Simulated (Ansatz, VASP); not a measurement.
One calculation of Au, two programs

INCAR

```
PREC = Accurate ; ENCUT = 520
EDIFF = 1E-7 ; ISMEAR = -1
SIGMA = 0.05 ; LREAL = F
LASPH = T ; NELM = 100
ALGO = Normal ; ISIF = 2
LWAVE = F ; LCHARG = T
GGA = PS ; LELF = T
LVHAR = T ; NBANDS = 18
```

Contents of KPOINTS:

```
Automatic mesh
0
Gamma
  12 12 6
```

POSCAR

```
Au
1.0
    1.4113099650     -2.5559330250      0.0000000000
    1.4113099650      2.5559330250      0.0000000000
    0.0000000000      0.0000000000      4.8931696100
Au
2
Direct
    0.6653279700      0.3346720300      0.7500000000
    0.3346720300      0.6653279700      0.2500000000
```

Input for Ansatz:

```yaml
crystal:
  lattice:
    - [1.411309965, -2.555933025, 0.0]
    - [1.411309965, 2.555933025, 0.0]
    - [0.0, 0.0, 4.89316961]
  atoms:
    - { symbol: Au, position: [0.66532797, 0.33467203, 0.75] }
    - { symbol: Au, position: [0.33467203, 0.66532797, 0.25] }
kpoints:
  mp_grid: { grid: [12, 12, 6] }
scf:
  occupations: { method: fermi_dirac, width: 0.05 }
hamiltonian:
  xc: pbesol
  pseudopotentials: { kind: all_electron, lapw: { basis_error: 0.001 } }
output:
  forces: true
  stress: true
  eigenvalues: true
  populations: true
```

This isn't the form of Au at room conditions, which is fcc.

Alike in both runs: task single point; functional PBEsol; k mesh 12 × 12 × 6; occupations fermi-dirac, width 0.05 eV; no spin polarisation.

```csv
,VASP,Ansatz
version,VASP 6.6.1,Ansatz 0.2.0
potentials or method,"VASP PAW PBE potentials, release 64 (Au)","all-electron LAPW, scalar-relativistic"
plane-wave cutoff (eV),520,see its input
```

|  | VASP | Ansatz | Ansatz less VASP |
| --- | --- | --- | --- |
| pressure (GPa) | -5.5 | -5.2 | +0.23 |
| largest component of the traceless stress (GPa) | 0.26 | 0.29 | +0.027 |
| rms of the force components (eV/Å) | 0.004 | 0.004 | -0.0003 |

Atom by atom the forces differ by 0.000 eV/Å (rms over components). Ansatz ran all-electron here, so the differences hold the error of VASP's frozen core and of both bases.

Caveats: the PAW data sets were made with another functional, which shifts forces and pressure a little (VASP). The runs have no spin-orbit coupling, so splittings on Au are missing.
